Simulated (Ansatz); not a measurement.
## TaN in Ansatz: the effect of functional

The system is TaN.

```
Ta N
1.0
     2.91828    0.00000    0.00000
    -1.45914    2.52731    0.00000
     0.00000    0.00000    2.86365
Ta N
1 1
Direct
  0.00000 0.00000 0.50000
  0.66667 0.33333 0.00000
```

The cell isn't the ideal one: volume scaled by 0.98.

Alike in all runs:

- Program: Ansatz 0.2.0
- Task: single point
- Potentials or basis: Ansatz PAW
- k mesh: 10 × 10 × 9
- Occupations: fermi-dirac, width 0.05 eV
- Spin: no spin polarisation

```csv
functional,cutoff,pressure (GPa)
LDA,420 eV (not typed: the program's choice for these potentials),-4.6
PBEsol,420 eV (not typed: the program's choice for these potentials),?
r2SCAN,500 eV (not typed: the program's choice for these potentials),7.3
```

Problem. What does the run with functional PBEsol give?

Solution. Pressure 2.4 GPa.

Caveats: the PAW data sets come from PBE, with cores solved anew for the run's functional, which leaves a small shift of forces and pressure.
